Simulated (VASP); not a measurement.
# InP: single point with PBEsol

**Measured values to compare with.**

From a printed reference work, data compilation, for a bulk crystal of InP at 1.6 K: band gap 1.4236 eV (direct).

Crystal: InP.

```
In P
1.0
     0.00000    2.93934    2.93934
     2.93934    0.00000    2.93934
     2.93934    2.93934    0.00000
In P
1 1
Direct
  0.00000 0.00000 0.00000
  0.75000 0.75000 0.75000
```

```yaml
Program: VASP 6.6.1
Task: single point
Functional: PBEsol
Potentials_or_basis: VASP PAW PBE potentials, release 64 (In_d, P)
Cutoff: 520 eV
k_mesh: 8 × 8 × 8
Occupations: gaussian, width 0.02 eV
Spin: no spin polarisation
```

* Pressure: 0.0 GPa
* Band gap on the k mesh: 0.57 eV, direct

Levels at points of the mesh, in eV from the valence-band top:
```csv
k point,band 7,band 8,band 9,band 10,band 11,band 12
"(0.00, 0.00, 0.00)",0.00,0.00,0.00,0.57,4.02,4.02
"(0.50, 0.00, 0.00)",-5.75,-0.97,-0.97,1.38,4.74,4.74
"(0.50, 0.50, 0.00)",-5.78,-2.32,-2.32,1.65,2.17,9.04
```

It took 27 s on 1 thread of Intel(R) Xeon(R) Platinum 8259CL CPU @ 2.50GHz (Skylake/Cascade Lake) (shared host), peak memory 0.17 GiB.

A measured gap of InP is 1.4236 eV (direct; 1.6 K; a printed reference work, data compilation); the calculated 0.57 eV misses it by -0.86 eV. Spin-orbit coupling on In is left out. The value is that of PBEsol, without temperature or zero-point motion. Semilocal functionals fall short of measured gaps as a rule.

Caveat: the PAW data sets were made with another functional, which shifts forces and pressure a little; spin-orbit coupling is left out, which moves the levels of the heavy elements.
